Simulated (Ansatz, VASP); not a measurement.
**Two plane-wave programs on CdS**

File INCAR:

```
PREC     = Accurate       # precision mode
ENCUT    = 520            # plane-wave cutoff, eV
EDIFF    = 1E-7           # SCF threshold, eV
ISMEAR   = 0              # smearing method
SIGMA    = 0.05           # smearing width, eV
LREAL    = F              # projectors in reciprocal space
LASPH    = T              # aspherical terms in the spheres
NELM     = 80             # most SCF steps
ALGO     = Normal         # electronic algorithm
ISIF     = 2              # what is computed and relaxed
LWAVE    = F              # write WAVECAR
LCHARG   = F              # write CHGCAR
GGA      = PE             # functional
NBANDS   = 16             # bands
```

File KPOINTS:

```
regular mesh
0
Gamma
  8 8 8
```

Contents of POSCAR:

```
CdS
1.0
    0.0000000000      2.9100000000      2.9100000000
    2.9100000000      0.0000000000      2.9100000000
    2.9100000000      2.9100000000      0.0000000000
Cd S
1 1
Direct
    0.0000000000      0.0000000000      0.0000000000
    0.7317755984      0.7500000000      0.7500000000
```

Input for Ansatz:

```yaml
crystal:
  lattice:
    - [0.0, 2.91, 2.91]
    - [2.91, 0.0, 2.91]
    - [2.91, 2.91, 0.0]
  atoms:
    - { symbol: Cd, position: [0.0, 0.0, 0.0] }
    - { symbol: S, position: [0.7317755984, 0.75, 0.75] }
basis:
  ecutwfc: 420
kpoints:
  mp_grid: { grid: [8, 8, 8] }
hamiltonian:
  xc: pbe
scf:
  occupations: { method: gaussian, width: 0.05 }
output:
  forces: true
  stress: true
  eigenvalues: true
```

Change from the starting cell: all S atoms moved +0.075 Å, as atom 2 towards its neighbour atom 2 (S) at 4.115 Å.

Alike in both runs: task single point; functional PBE; k mesh 8 × 8 × 8; occupations gaussian, width 0.05 eV; no spin polarisation.

```csv
,VASP,Ansatz
version,VASP 6.6.1,Ansatz 0.2.0
potentials or method,"VASP PAW PBE potentials, release 64 (Cd, S)","scalar-relativistic, plane waves, PAW"
plane-wave cutoff (eV),520,420
valence electrons in the cell,18,26
```

```tsv
	VASP	Ansatz	Ansatz less VASP
gap on the k mesh at the Fermi level (eV)	1.16	1.15	-0.005
least direct gap on the mesh (eV)	1.16	1.15	-0.005
pressure (GPa)	3.8	3.4	-0.38
largest component of the traceless stress (GPa)	1.30	1.26	-0.047
rms of the force components (eV/Å)	0.237	0.231	-0.0063
```

Atom by atom the forces differ by 0.006 eV/Å (rms over components). The two sets of potentials don't hold the same shells in valence.
